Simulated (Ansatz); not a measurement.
# Pd in Ansatz: the effect of functional

Pd:

```
Pd
1.0
     0.00000    1.93344    1.93344
     1.93344    0.00000    1.93344
     1.93344    1.93344    0.00000
Pd
1
Cartesian
  0.0000 0.0000 0.0000
```

The cell isn't the ideal one: volume scaled by 0.98.

Alike in all runs:

- Program: Ansatz 0.2.0
- Task: single point
- Potentials or basis: Ansatz PAW
- k mesh: 12 × 12 × 12
- Occupations: fermi-dirac, width 0.05 eV
- Spin: no spin polarisation

| functional | cutoff | pressure (GPa) |
| --- | --- | --- |
| LDA | 420 eV (not typed: the program's choice for these potentials) | ? |
| r2SCAN | 500 eV (not typed: the program's choice for these potentials) | 6.3 |
| PBE | 420 eV (not typed: the program's choice for these potentials) | 11.3 |

Problem. What does the run with functional LDA give?

Solution. Pressure -4.9 GPa.

Caveats: the PAW data sets come from PBE, with cores solved anew for the run's functional, which leaves a small shift of forces and pressure (some runs).
